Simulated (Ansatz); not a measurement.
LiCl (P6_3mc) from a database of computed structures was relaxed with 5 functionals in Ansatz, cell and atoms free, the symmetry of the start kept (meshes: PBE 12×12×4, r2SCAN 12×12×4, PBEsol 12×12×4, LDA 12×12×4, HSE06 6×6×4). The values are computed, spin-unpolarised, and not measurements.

The PBE result:
```
CELL_PARAMETERS angstrom
3.92538 0.00000 0.00000
-1.96269 3.39948 0.00000
0.00000 0.00000 6.28939
ATOMIC_POSITIONS crystal
Li 0.66667 0.33333 0.87779
Li 0.33333 0.66667 0.37779
Cl 0.66667 0.33333 0.49721
Cl 0.33333 0.66667 0.99721
```

Space group P6_3mc (No. 186), hexagonal; a = 3.925 Å, c = 6.289 Å in the conventional setting, 20.98 Å³ an atom. Li is surrounded by 4 Cl at 2.39 Å; Cl is surrounded by 4 Li at 2.39 Å.

Problem. What lattice does HSE06 give?

Solution. a = 3.902 Å, c = 6.244 Å; the volume differs by -1.9 % from PBE's. Li has 4 Cl at 2.37–2.38 Å; Cl has 4 Li at 2.37–2.38 Å.

Problem. How does the cell change with LDA?

Solution. a = 3.799 Å, c = 6.038 Å; the volume differs by -10.1 % from PBE's. Li is surrounded by 4 Cl at 2.30–2.31 Å; Cl is surrounded by 4 Li at 2.30–2.31 Å.

Problem. Held at the r2SCAN cell, what mean stress do LDA and PBE find, and does its sign point to their own minimum?

Solution. Yes. LDA -2.02 GPa, and its relaxed volume is -7.7 % from r2SCAN's; PBE +0.69 GPa, and its relaxed volume is +2.7 % from r2SCAN's. Compression counts positive, so a positive stress asks for a larger cell.
